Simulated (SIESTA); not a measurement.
**CdO (Monteponite) under changes of volume**

One of the cells (12.970 Å³/atom); the others are scaled copies at fixed shape and fractional positions:

```
Cd O
1.0
     0.00000    2.34950    2.34950
     2.34950    0.00000    2.34950
     2.34950    2.34950    0.00000
Cd O
1 1
Direct
  0.00000 0.00000 0.00000
  0.50000 0.50000 0.50000
```

- Program: SIESTA 5.4.2
- Functional: vdW-DF-cx
- Potentials or basis: PseudoDojo 0.4 standard (PBE files)
- Basis: DZP (energy shift 0.003 Ry; two zetas on semicore shells)
- Grid cutoff: 800 Ry
- Energy shift: 0.003 Ry
- k mesh: 10 × 10 × 10
- Occupations: fermi-dirac, width 0.05 eV
- Spin: no spin polarisation

| volume (Å³/atom) | energy over the lowest point (meV/atom) | pressure (GPa) |
| --- | --- | --- |
| 12.191 | 32.71 | 12.5 |
| 12.451 | 15.92 | 8.4 |
| 12.710 | ? | ? |
| 12.970 | 0.10 | 1.5 |
| 13.229 | 0.00 | -1.3 |
| 13.488 | 4.26 | -3.9 |
| 13.748 | 12.70 | -6.4 |

Problem. What does the run at 12.710 Å³/atom give?

Solution. Energy over the lowest point 5.19 meV/atom; pressure 4.9 GPa.

Worked out: A Birch-Murnaghan fit of order 3 (a polynomial in V^(-2/3)) to the other rows has its minimum at 13.11 Å³/atom with B0 = V·E''(V) = 147 GPa and B' = 4.1. It gives 5.28 meV/atom at 12.710 Å³/atom, against the run's 5.19, and -dE/dV = 4.8 GPa, against 4.9.

Energies are extrapolated to zero smearing.

Caveats: the potentials were made for another functional, which shifts forces and pressure; the basis of atomic orbitals isn't converged, which shifts pressures, moduli and gaps.
